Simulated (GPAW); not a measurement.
Here is a GPAW 26.7.0 calculation.

Contents of run.py:

```python
from ase.io import read
from gpaw import PW
from gpaw.dft import DFT

atoms = read('Sn.xyz')

dft = DFT(atoms,
          mode=PW(600),
          xc='PBE',
          kpts={'size': (10, 10, 10), 'gamma': True},
          occupations={'name': 'fermi-dirac', 'width': 0.05},
          nbands=14,
          convergence={'density': 1e-05, 'energy': 1e-05},
          maxiter=150,
          txt='gpaw.txt')
print(f'Energy: {dft.calculate_energy():.6f} eV')
print('Forces (eV/A):')
print(dft.calculate_forces().round(4))
print('Stress (eV/A^3):', dft.calculate_stress().round(6))
dft.write_gpw_file('gs.gpw')
```

Contents of Sn.xyz:

```xyz
1
Lattice="-1.8946518192 1.8946518192 1.8946518192 1.8946518192 -1.8946518192 1.8946518192 1.8946518192 1.8946518192 -1.8946518192" Properties=species:S:1:pos:R:3 pbc="T T T"
Sn     0.0000000000      0.0000000000      0.0000000000
```

Potentials or basis: GPAW PAW data sets (gpaw-data 1.2.1), pw.

Command:

```console
$ OMP_NUM_THREADS=1 python run.py
```

Estimate the band gap on the k mesh.

none (metal or under the smearing width).

Estimate the pressure.

0.4 GPa.
